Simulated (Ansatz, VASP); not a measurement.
S: VASP beside Ansatz

```
S
1.0
     0.00000    2.89610    2.89610
     2.89610    0.00000    2.89610
     2.89610    2.89610    0.00000
S
2
Direct
  0.00000 0.00000 0.00000
  0.25000 0.25000 0.25000
```

This isn't the form of S at room conditions, which is orthorhombic, of S8 rings.

Alike in both runs: task single point; functional PBE; k mesh 12 × 12 × 12; occupations fermi-dirac, width 0.05 eV; no spin polarisation.

|  | VASP | Ansatz |
| --- | --- | --- |
| version | VASP 6.6.1 | Ansatz 0.2.0 |
| potentials or method | VASP PAW PBE potentials, release 64 (S), cutoff 520 eV | all-electron LAPW, scalar-relativistic |

|  | VASP | Ansatz | Ansatz less VASP |
| --- | --- | --- | --- |
| pressure (GPa) | -0.1 | 0.0 | +0.09 |

Ansatz ran all-electron here, so the differences hold the error of VASP's frozen core and of both bases.
